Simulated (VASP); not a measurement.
Here is a VASP 6.6.1 calculation.

File INCAR:

```
ALGO = Fast
EDIFF = 1E-6
EDIFFG = -0.03
ENCUT = 600
GGA = PE
IBRION = 2
ISIF = 3
ISMEAR = -1
LASPH = True
LCHARG = False
LREAL = False
LWAVE = False
NELM = 100
NSW = 80
PREC = Accurate
SIGMA = 0.01
```

The input KPOINTS:

```
k-points
0
Gamma
  5 5 5
```

File POSCAR:

```
Se
1.0
    0.0000000000      3.0100000000      3.0100000000
    3.0100000000      0.0000000000      3.0100000000
    3.0100000000      3.0100000000      0.0000000000
Se
2
Direct
    0.0000000000      0.0000000000      0.0000000000
    0.2500000000      0.2500000000      0.2500000000
```

Potentials or basis: VASP PAW PBE potentials, release 64 (Se).

Launch:

```console
$ cat potpaw_PBE.64/Se/POTCAR > POTCAR
$ mpirun -np 1 vasp_std > vasp.out
```

Task: Estimate the relaxed volume.

Result: 31.82 Å³/atom.

Task: What does it give for the band gap on the k mesh?

Result: None (metal or under the smearing width).

Step by step:
```tsv
step	energy change (eV)	largest force (eV/Å)	pressure (GPa)	volume (Å³)
1	0.0000	0.0000	7.93	54.54
2	-0.1799	0.0000	-1.28	65.90
3	-0.1891	0.0000	0.18	63.34
4	-0.1892	0.0000	0.00	63.64
```

Caveat: the k mesh is coarse (spacing up to 0.36 Å⁻¹), so the values aren't converged; the volume moved by over 15 % at a fixed basis, so the end points are rough.
